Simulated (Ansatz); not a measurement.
Crystal: PtS2.

```
Pt S
1.0
     3.54320    0.00000    0.00000
    -1.77160    3.06850    0.00000
     0.00000    0.00000    5.03880
Pt S
1 2
Direct
  0.00000 0.00000 0.00000
  0.66667 0.33333 0.77300
  0.33333 0.66667 0.22700
```

Base run:

* Program: Ansatz 0.2.0
* Functional: HSE06 form with a typed share of exact exchange
* Potentials or basis: Ansatz PAW
* Cutoff: 420 eV (not typed: the program's choice for these potentials)
* k mesh: 5 × 5 × 3
* Occupations: fermi-dirac, width 0.05 eV
* Spin: no spin polarisation

Its results: band gap on the k mesh 2.21 eV, indirect (least direct gap 2.48 eV); pressure 6.7 GPa; largest force 0.874 eV/Å.

After a change of settings the same cell gave: band gap on the k mesh 2.06 eV, indirect (least direct gap 2.33 eV); pressure 6.8 GPa; largest force 0.885 eV/Å. Which change was it?
A. functional from HSE06 form with a typed share of exact exchange to r2SCAN; cutoff from 420 eV (not typed: the program's choice for these potentials) to 500 eV (not typed: the program's choice for these potentials); k mesh from 5 × 5 × 3 to 9 × 9 × 5
B. screening (1/å) from 0.1 to 0.15
C. screening (1/å) from 0.1 to 0.3
D. functional from HSE06 form with a typed share of exact exchange to LDA; k mesh from 5 × 5 × 3 to 9 × 9 × 5

B.

Caveats: odd divisions of the mesh miss points on the zone boundary, where band edges often lie, so the gap on the mesh can be too wide; spin-orbit coupling is left out, which moves the levels of the heavy elements; the PAW data sets come from PBE, with cores solved anew for the run's functional, which leaves a small shift of forces and pressure; the thresholds are loose for stress.
